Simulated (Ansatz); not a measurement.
# H on K(100): change of the work function, part 2 of 2

How does H on the hollow site change the work function of K(100) as the layer fills?

Ansatz 0.2.0; plane-wave DFT, LDA, Ansatz PAW (the session's first sound run).

So far, work function, upper face (eV): step 2 (the clean slab) 2.37; step 3 (46 atoms, coverage 0.111 ML, cell 3x3) 2.32; step 4 (21 atoms, coverage 0.25 ML, cell 2x2) 2.27.

## (5) Adsorbate added, k-mesh 3×3×1, coverage 0.5 ML

System of this step: K10H (H/K(100)). The cell holds 22 atoms: 20 K and 2 H. Its edges and angles: a = 10.460 Å, b = 10.460 Å, c = 28.219 Å, α = 90.0°, β = 90.0°, γ = 90.0°. Vacuum lies along c.

input.yaml reads:

```yaml
crystal:
  lattice:
    - [10.46, 0.0, 0.0]
    - [0.0, 10.46, 0.0]
    - [0.0, 0.0, 28.2185753508]
  atoms:
    - { symbol: K, position: [0.0, 0.0, 0.318938851] }
    - { symbol: K, position: [0.25, 0.25, 0.4116083061] }
    - { symbol: K, position: [0.0, 0.0, 0.4945565594] }
    - { symbol: K, position: [0.25, 0.25, 0.5787788438] }
    - { symbol: K, position: [0.0, 0.0, 0.6633423239] }
    - { symbol: K, position: [0.0, 0.5, 0.318938851] }
    - { symbol: K, position: [0.25, 0.75, 0.4116083061] }
    - { symbol: K, position: [0.0, 0.5, 0.4945565594] }
    - { symbol: K, position: [0.25, 0.75, 0.5787788438] }
    - { symbol: K, position: [0.0, 0.5, 0.6633423239] }
    - { symbol: K, position: [0.5, 0.0, 0.318938851] }
    - { symbol: K, position: [0.75, 0.25, 0.4116083061] }
    - { symbol: K, position: [0.5, 0.0, 0.4945565594] }
    - { symbol: K, position: [0.75, 0.25, 0.5787788438] }
    - { symbol: K, position: [0.5, 0.0, 0.6633423239] }
    - { symbol: K, position: [0.5, 0.5, 0.318938851] }
    - { symbol: K, position: [0.75, 0.75, 0.4116083061] }
    - { symbol: K, position: [0.5, 0.5, 0.4945565594] }
    - { symbol: K, position: [0.75, 0.75, 0.5787788438] }
    - { symbol: K, position: [0.5, 0.5, 0.6633423239] }
    - { symbol: H, position: [0.25, 0.25, 0.681061149] }
    - { symbol: H, position: [0.75, 0.75, 0.681061149] }
kpoints:
  mp_grid: { grid: [3, 3, 1] }
hamiltonian:
  xc: lda
scf:
  occupations: { method: fermi_dirac, width: 0.1 }
  convergence: { dr2_threshold: 1.0e-08 }
efield:
  axis: 3
  dipole_correction: true
  ramp_position: 0.97
  ramp_width: 0.06
relax:
  f_tol: 0.02
  max_steps: 60
  constraints: [{ sites: [0, 1, 5, 6, 10, 11, 15, 16] }]
output:
  bader: true
  dos: { projected: true, e_range: [-8, 4] }
  write_potential: true
  write_density: true
  volumetric_format: npy
```

The run is started by

```sh
$ ansatz run input.yaml --threads 4 --pin off --max-ram 12288MiB --backend cpu --events-out ev --progress --plain --runs-dir out
```

Wall time 2.1 min (4 threads of Arm Neoverse V1, shared host); peak memory 4.6 GiB; 8.2 min of CPU time.

The steps of the relaxation:

```csv
step,energy less that of the first step (eV),largest force component (eV/Å)
1,0.0000,0.3580
2,-0.0824,0.2783
3,-0.1708,0.0112
```

The run keeps the 16 symmetry operations that it works with, so distortions that break them were not tested.

The atoms that moved most (Å):

```csv
atom,dx,dy,dz,length
H21,0.000,0.000,-0.307,0.307
H22,0.000,0.000,-0.307,0.307
K4,0.000,0.000,0.093,0.093
K19,0.000,0.000,0.093,0.093
K20,0.000,0.000,0.067,0.067
K5,0.000,0.000,0.067,0.067
K15,0.000,0.000,0.067,0.067
K10,0.000,0.000,0.067,0.067
```

Final coordinates:

```
K H
1.0
    10.46000    0.00000    0.00000
     0.00000   10.46000    0.00000
     0.00000    0.00000   28.21858
K H
20 2
Direct
  0.00000 0.00000 0.31894
  0.25000 0.25000 0.41161
  0.00000 0.00000 0.49482
  0.25000 0.25000 0.58208
  0.00000 0.00000 0.66570
  0.00000 0.50000 0.31894
  0.25000 0.75000 0.41161
  0.00000 0.50000 0.49482
  0.25000 0.75000 0.57893
  0.00000 0.50000 0.66570
  0.50000 0.00000 0.31894
  0.75000 0.25000 0.41161
  0.50000 0.00000 0.49482
  0.75000 0.25000 0.57893
  0.50000 0.00000 0.66570
  0.50000 0.50000 0.31894
  0.75000 0.75000 0.41161
  0.50000 0.50000 0.49482
  0.75000 0.75000 0.58208
  0.50000 0.50000 0.66570
  0.25000 0.25000 0.67018
  0.75000 0.75000 0.67018
```

The density of states has structure finer than the step of the table below, so its rows give means over 0.25 eV, whole bins alone (the curve runs from -8 to 1.35 eV). Peaks (eV: height): -2.050: 49.2, -1.320: 22.7, -0.390: 43.3, 0.030: 103, 0.480: 55.7, 0.690: 31.9, 1.230: 55.9.

Density of states against energy, zero at the Fermi level; means over each step:

```csv
energy (eV),density of states (states/eV a cell)
-2.75,0
-2.50,0.0192
-2.25,6.97
-2.00,8.35
-1.75,6.73
-1.50,0.0739
-1.25,7.27
-1.00,8.15
-0.75,8.83
-0.50,14.6
-0.25,8.92
0.00,24.9
0.25,9.33
0.50,25.7
0.75,24.2
1.00,15.6
```

The relaxation took 3 steps and lowered the energy by 0.17 eV; the largest force on the free atoms ends at 0.011 eV/Å.

The covered face has 2.30 eV, -0.07 eV against the clean one; the bare back face has moved by +0.01 eV, a measure of how thin the slab is. The added atoms end 0.1 Å over the highest substrate atom on average, so this is no overlayer any more.

## (6) The covered slab, k-mesh 6×6×1, coverage 1 ML

System of this step: K5H (H/K(100)). The cell holds 6 atoms: 5 K and 1 H. Cell: a = 5.230 Å, b = 5.230 Å, c = 28.219 Å, α = 90.0°, β = 90.0°, γ = 90.0°. Vacuum lies along c.

input.yaml, the sections that differ from step 5:

```yaml
crystal:
  lattice:
    - [5.23, 0.0, 0.0]
    - [0.0, 5.23, 0.0]
    - [0.0, 0.0, 28.2185753508]
  atoms:
    - { symbol: K, position: [0.0, 0.0, 0.318938851] }
    - { symbol: K, position: [0.5, 0.5, 0.4116083061] }
    - { symbol: K, position: [0.0, 0.0, 0.4945565594] }
    - { symbol: K, position: [0.5, 0.5, 0.5787788438] }
    - { symbol: K, position: [0.0, 0.0, 0.6633423239] }
    - { symbol: H, position: [0.5, 0.5, 0.681061149] }
kpoints:
  mp_grid: { grid: [6, 6, 1] }
relax:
  f_tol: 0.02
  max_steps: 60
  constraints: [{ sites: [0, 1] }]
output:
  bader: true
  write_potential: true
  write_density: true
  volumetric_format: npy
# hamiltonian, scf, efield: as in step 5
```

Wall time 28 s (4 threads); peak memory 0.86 GiB.

The steps of the relaxation:

```csv
step,energy less that of the first step (eV),largest force component (eV/Å)
1,0.0000,0.4750
2,-0.0788,0.2299
3,-0.0995,0.0689
4,-0.1017,0.0307
5,-0.1026,0.0057
```

Forces are held to the 8 operations that the run works with; a distortion that breaks them can't arise in this run.

The atoms that moved most (Å):

```csv
atom,dx,dy,dz,length
H6,0.000,0.000,-0.291,0.291
K5,0.000,0.000,0.127,0.127
K4,0.000,0.000,0.063,0.063
```

Final coordinates:

```cif
data_structure
_symmetry_space_group_name_H-M 'P 1'
_symmetry_Int_Tables_number 1
_cell_length_a 5.2300
_cell_length_b 5.2300
_cell_length_c 28.2186
_cell_angle_alpha 90.000
_cell_angle_beta 90.000
_cell_angle_gamma 90.000
_cell_volume 771.86
loop_
_atom_site_label
_atom_site_type_symbol
_atom_site_fract_x
_atom_site_fract_y
_atom_site_fract_z
_atom_site_occupancy
K1 K 0.00000 0.00000 0.31894 1
K2 K 0.50000 0.50000 0.41161 1
K3 K 0.00000 0.00000 0.49462 1
K4 K 0.50000 0.50000 0.58102 1
K5 K 0.00000 0.00000 0.66784 1
H6 H 0.50000 0.50000 0.67075 1
```

Running mean over 2.615 Å of the planar mean; the ramp of the sawtooth is left out. The electron's electrostatic potential energy less the Fermi level by z:

z (Å), electron's electrostatic potential energy less the Fermi level (eV) and a bar from the least value:
```
        4       2.36 ##############################
        5       2.33 ##############################
        6       2.22 #############################
        7       1.76 #########################
        8       0.14 ##########
        9      -0.58 ####
       10      -0.55 ####
       11      -0.51 #####
       12      -0.72 ###
       13      -1.03 
       14      -0.66 ###
       15      -0.80 ##
       16      -0.63 ####
       17      -0.67 ###
       18      -0.82 ##
       19      -0.40 ######
       20       0.57 ##############
       21       2.03 ###########################
       22       2.21 #############################
       23       2.23 #############################
       24       2.24 #############################
       25       2.24 #############################
```

The relaxation took 5 steps and lowered the energy by 0.10 eV; the largest force on the free atoms ends at 0.0057 eV/Å.

The covered face has 2.24 eV, -0.14 eV against the clean one; the bare back face has moved by -0.00 eV, a measure of how thin the slab is. The added atoms end 0.1 Å over the highest substrate atom on average, so this is no overlayer any more.

## (7) Work function against coverage

This step: plane-wave DFT, LDA, Ansatz PAW; work function against coverage (Ansatz 0.2.0).

The runs are now put side by side.

Numbers from this step:

```yaml
work_function_of_the_clean_face: 2.374 eV
largest_change_of_the_work_function: -0.1374 eV
```

Table of work function of the covered face by coverage:

```csv
coverage (adsorbates/nm²),work function of the covered face (eV)
0.00,2.37
0.41,2.32
0.91,2.27
1.83,2.30
3.66,2.24
```

The dipole per adsorbate comes from the change of the cell's dipole. Coverage, by row:

```csv
coverage (1/nm²),coverage (ML),work function (eV),change (eV),"dipole per adsorbate, positive end outwards (debye)",mean height of the added atoms over the highest substrate atom (Å)
0.4062,0.1111,2.322,-0.05152,0.346,-0.1856
0.914,0.25,2.265,-0.1089,0.333,-0.05518
1.828,0.5,2.304,-0.06973,0.119,0.1264
3.656,1,2.237,-0.1373,0.1,0.08217
```

## (8) The 0.25 ML cell at another level of theory, cutoff 420 eV, functional revpbe

This step: plane-wave DFT, revPBE, Ansatz PAW (Ansatz 0.2.0).

System of this step: K20H (H/K(100)). The cell holds 21 atoms: 20 K and 1 H. Its edges and angles: a = 10.460 Å, b = 10.460 Å, c = 28.219 Å, α = 90.0°, β = 90.0°, γ = 90.0°. Vacuum lies along c.

The geometry is kept and the functional is revPBE.

input.yaml reads:

```yaml
crystal:
  lattice:
    - [10.46, 0.0, 0.0]
    - [0.0, 10.46, 0.0]
    - [0.0, 0.0, 28.2185753508]
  atoms:
    - { symbol: K, position: [0.0, 0.0, 0.318938851] }
    - { symbol: K, position: [0.25, 0.25, 0.4116083061] }
    - { symbol: K, position: [-0.0104347191, -0.0104347191, 0.4965922535] }
    - { symbol: K, position: [0.25, 0.25, 0.5639900509] }
    - { symbol: K, position: [0.0546624878, 0.0546624878, 0.6610530435] }
    - { symbol: K, position: [0.0, 0.5, 0.318938851] }
    - { symbol: K, position: [0.25, 0.75, 0.4116083061] }
    - { symbol: K, position: [-0.0104347191, 0.5104347191, 0.4965922535] }
    - { symbol: K, position: [0.25, 0.75, 0.5815270905] }
    - { symbol: K, position: [0.0546624878, 0.4453375122, 0.6610530435] }
    - { symbol: K, position: [0.5, 0.0, 0.318938851] }
    - { symbol: K, position: [0.75, 0.25, 0.4116083061] }
    - { symbol: K, position: [0.5104347191, -0.0104347191, 0.4965922535] }
    - { symbol: K, position: [0.75, 0.25, 0.5815270905] }
    - { symbol: K, position: [0.4453375122, 0.0546624878, 0.6610530435] }
    - { symbol: K, position: [0.5, 0.5, 0.318938851] }
    - { symbol: K, position: [0.75, 0.75, 0.4116083061] }
    - { symbol: K, position: [0.5104347191, 0.5104347191, 0.4965922535] }
    - { symbol: K, position: [0.75, 0.75, 0.5982663477] }
    - { symbol: K, position: [0.4453375122, 0.4453375122, 0.6610530435] }
    - { symbol: H, position: [0.25, 0.25, 0.6590975148] }
kpoints:
  mp_grid: { grid: [3, 3, 1] }
hamiltonian:
  xc: revpbe
scf:
  occupations: { method: fermi_dirac, width: 0.1 }
  convergence: { dr2_threshold: 1.0e-08 }
efield:
  axis: 3
  dipole_correction: true
  ramp_position: 0.97
  ramp_width: 0.06
output:
  write_potential: true
  write_density: true
  volumetric_format: npy
```

Wall time 50 s (4 threads); peak memory 4.4 GiB.

This step gave:

| Item | Value |
| --- | --- |
| energy at zero smearing | -30831.5954 eV |
| work function, upper face | 2.034 eV |
| work function, lower face | 2.159 eV |
| dipole along the normal | 0.07570 e·Å |
| step between the vacuum levels | -0.1252 eV |

The work function comes to 2.03 eV, -0.23 eV from the first level.

## (9) The 0.25 ML cell at another level of theory, cutoff 500 eV, functional r2SCAN

This step: plane-wave DFT, r2SCAN, Ansatz PAW (Ansatz 0.2.0).

The geometry is kept and the functional is r2SCAN; other changes against the main runs: cutoff 420 → 500.

Changes to input.yaml since step 8:

```diff
@@ -30,3 +30,3 @@
 hamiltonian:
-  xc: revpbe
+  xc: r2scan
 scf:
```

Elapsed: 1.9 min, on 4 threads; peak memory 9.3 GiB.

Numbers from this step:

| Quantity | Value |
| --- | --- |
| energy at zero smearing | -30863.5137 eV |
| work function, upper face | 2.083 eV |
| work function, lower face | 2.208 eV |
| dipole along the normal | 0.07584 e·Å |
| step between the vacuum levels | -0.1254 eV |

The work function comes to 2.08 eV, -0.18 eV from the first level.

## (10) The 0.25 ML cell at another level of theory, cutoff 690 eV, functional PBE

This step: plane-wave DFT, PBE, JTH PAW (Ansatz 0.2.0).

The geometry is kept and the functional is PBE; other changes against the main runs: JTH PAW files and cutoff 420 → 690.

Changes to input.yaml since step 9:

```diff
@@ -30,3 +30,4 @@
 hamiltonian:
-  xc: r2scan
+  xc: pbe
+  pseudopotentials: { kind: paw, source: jth }
 scf:
```

Wall time 2.2 min (4 threads); peak memory 9.9 GiB.

The work function comes to 2.12 eV, -0.14 eV from the first level.

## (11) The series together

Times are for 4 threads of Arm Neoverse V1, shared host. The runs compared:

```csv
no.,functional,"work function, upper face (eV)",dipole along the normal (e·Å),time,memory (GiB)
1,revpbe,2.034,0.07570,50 s,4.4
2,r2scan,2.083,0.07584,1.9 min,9.3
3,pbe,2.125,0.07137,2.2 min,9.9
```

## (12) A changed input: relax.f_tol = 0.001 and relax.max_displacement = 0.5

This step: plane-wave DFT, LDA, Ansatz PAW (Ansatz 0.2.0).

System of this step: K5H (H/K(100)). The cell holds 6 atoms: 5 K and 1 H. Its edges and angles: a = 5.230 Å, b = 5.230 Å, c = 28.219 Å, α = 90.0°, β = 90.0°, γ = 90.0°. Vacuum lies along c.

A run with a changed input: it repeats the earlier run at 1 ML with relax.f_tol from 0.02 to 0.001 and relax.max_displacement to 0.5.

input.yaml, the sections that differ from step 10:

```yaml
crystal:
  lattice:
    - [5.23, 0.0, 0.0]
    - [0.0, 5.23, 0.0]
    - [0.0, 0.0, 28.2185753508]
  atoms:
    - { symbol: K, position: [0.0, 0.0, 0.318938851] }
    - { symbol: K, position: [0.5, 0.5, 0.4116083061] }
    - { symbol: K, position: [0.0, 0.0, 0.4945565594] }
    - { symbol: K, position: [0.5, 0.5, 0.5787788438] }
    - { symbol: K, position: [0.0, 0.0, 0.6633423239] }
    - { symbol: H, position: [0.5, 0.5, 0.681061149] }
kpoints:
  mp_grid: { grid: [6, 6, 1] }
hamiltonian:
  xc: lda
relax:
  f_tol: 0.001
  max_steps: 60
  constraints: [{ sites: [0, 1] }]
  max_displacement: 0.5
output:
  bader: true
  write_potential: true
  write_density: true
  volumetric_format: npy
# scf, efield: as in step 10
```

Wall time 31 s (4 threads); peak memory 0.86 GiB.

Relaxation path:

```csv
step,energy less that of the first step (eV),largest force component (eV/Å)
1,0.0000,0.4750
2,-0.0788,0.2299
3,-0.0995,0.0689
4,-0.1025,0.0086
5,-0.1026,0.0027
6,-0.1026,0.0002
```

Forces are held to the 8 operations that the run works with; a distortion that breaks them can't arise in this run.

The atoms that moved most (Å):

```csv
atom,dx,dy,dz,length
H6,0.000,0.000,-0.284,0.284
K5,0.000,0.000,0.140,0.140
K4,0.000,0.000,0.073,0.073
```

Final coordinates:

```
K H
1.0
     5.23000    0.00000    0.00000
     0.00000    5.23000    0.00000
     0.00000    0.00000   28.21858
K H
5 1
Direct
  0.00000 0.00000 0.31894
  0.50000 0.50000 0.41161
  0.00000 0.00000 0.49464
  0.50000 0.50000 0.58136
  0.00000 0.00000 0.66829
  0.50000 0.50000 0.67101
```

Numbers from this step:

- energy at zero smearing: -7495.9357 eV
- work function, upper face: 2.226 eV
- work function, lower face: 2.364 eV
- dipole along the normal: 0.02090 e·Å
- step between the vacuum levels: -0.1382 eV

```csv
quantity,this run,earlier run,difference
"work function, upper face (eV)",2.226,2.237,-0.011
"work function, lower face (eV)",2.364,2.363,5.5e-4
dipole along the normal (e·Å),0.02090,0.01915,0.0017
```

What moves beyond 0.01 in its unit (for the dipole 0.5 % and 5e-5 e·Å): dipole along the normal (+0.00174 e·Å) and work function, upper face (-0.011 eV).

## (13) Varying the input

System of this step: K(100). The cell holds 5 atoms: 5 K. Its edges and angles: a = 5.230 Å, b = 5.230 Å, c = 28.460 Å, α = 90.0°, β = 90.0°, γ = 90.0°. Vacuum lies along c.

Another changed input: it repeats the earlier run at 0 ML with basis.ecutwfc to 51.4 Ry, scf.eigensolver.kind to davidson, scf.occupations.width from 0.1 removed and scf.occupations.method from fermi_dirac to tetrahedron_uncorrected.

input.yaml reads:

```yaml
crystal:
  lattice:
    - [5.23, 0.0, 0.0]
    - [0.0, 5.23, 0.0]
    - [0.0, 0.0, 28.46]
  atoms:
    - { symbol: K, position: [0.0, 0.0, 0.3162333099] }
    - { symbol: K, position: [0.5, 0.5, 0.408116655] }
    - { symbol: K, position: [0.0, 0.0, 0.5] }
    - { symbol: K, position: [0.5, 0.5, 0.591883345] }
    - { symbol: K, position: [0.0, 0.0, 0.6837666901] }
kpoints:
  mp_grid: { grid: [6, 6, 1] }
hamiltonian:
  xc: lda
scf:
  occupations: { method: tetrahedron_uncorrected }
  convergence: { dr2_threshold: 1.0e-08 }
  eigensolver: { kind: davidson }
efield:
  axis: 3
  dipole_correction: true
  ramp_position: 0.97
  ramp_width: 0.06
relax:
  f_tol: 0.02
  max_steps: 60
  constraints: [{ sites: [0, 1] }]
output:
  write_potential: true
  write_density: true
  volumetric_format: npy
basis:
  ecutwfc: "51.4 Ry"
```

Wall time 87 s (4 threads); peak memory 1.4 GiB; 5.6 min of CPU time.

Step by step:

```csv
step,energy less that of the first step (eV),largest force component (eV/Å)
1,0.0000,0.0622
2,-0.0070,0.0575
3,-0.0212,0.0427
4,-0.0312,0.0263
5,-0.0371,0.0102
6,-0.0383,0.0025
```

The run keeps the 8 symmetry operations that it works with, so distortions that break them were not tested.

The atoms that moved most (Å):

```csv
atom,dx,dy,dz,length
K5,0.000,0.000,-0.791,0.791
K4,0.000,0.000,-0.596,0.596
K3,0.000,0.000,-0.311,0.311
```

Final coordinates:

```cif
data_structure
_symmetry_space_group_name_H-M 'P 1'
_symmetry_Int_Tables_number 1
_cell_length_a 5.2300
_cell_length_b 5.2300
_cell_length_c 28.4600
_cell_angle_alpha 90.000
_cell_angle_beta 90.000
_cell_angle_gamma 90.000
_cell_volume 778.46
loop_
_atom_site_label
_atom_site_type_symbol
_atom_site_fract_x
_atom_site_fract_y
_atom_site_fract_z
_atom_site_occupancy
K1 K 0.00000 0.00000 0.31623 1
K2 K 0.50000 0.50000 0.40812 1
K3 K 0.00000 0.00000 0.48907 1
K4 K 0.50000 0.50000 0.57093 1
K5 K 0.00000 0.00000 0.65598 1
```

This step gave:

| Quantity | Value |
| --- | --- |
| work function, upper face | 2.384 eV |
| dipole along the normal | -0.001097 e·Å |

```csv
quantity,this run,earlier run,difference
"work function, upper face (eV)",2.384,2.374,0.011
dipole along the normal (e·Å),-0.001097,-0.001592,4.9e-4
```

What moves beyond 0.01 in its unit (for the dipole 0.5 % and 5e-5 e·Å): dipole along the normal (+0.000494 e·Å) and work function, upper face (+0.0106 eV).

## (14) What came out

| Property | Result |
| --- | --- |
| work function of the clean face | 2.37 eV |
| work function at 0.11 ML | 2.32 eV |
| work function at 0.25 ML | 2.27 eV |
| work function at 0.5 ML | 2.30 eV |
| work function at 1 ML | 2.24 eV |
| dipole per adsorbate at 0.11 ML, positive end outwards | 0.35 D |

H changes the work function of K(100) by less than 0.15 eV at every coverage run, which is within the error of so thin a slab. The dipole per adsorbate falls from 0.35 to 0.10 D as the layer fills. Neighbouring dipoles depolarise each other, and heights and bonding change with coverage too. At some coverage the adsorbate ends level with or under the highest substrate atom. The slab has 5 layers, at the tabulated experimental lattice constant, one starting site was run, and quantum-size effects of a slab this thin can reach one or two tenths of an eV.

[Logs are printed without paths, hosts, clocks, repeated set-up lines and the standing remarks that a program may print on its own settings, such as how far it seeks lower states.]

[Hosts, paths, dates, database ids (printed as entryN), source tags and the programs' standing remarks are cut or masked in the printed files.]

[Maps of the electrostatic potential energy from Ansatz leave out the sawtooth potential of an applied field or a dipole correction, so their vacuum need not be flat; planar profiles and work functions include it.]

[The density of states shown here was stored with 400 of the rows of the run's finer table, so its peaks can read low, often by over a quarter, or be missed, and its means over a window can be off by a tenth or more.]
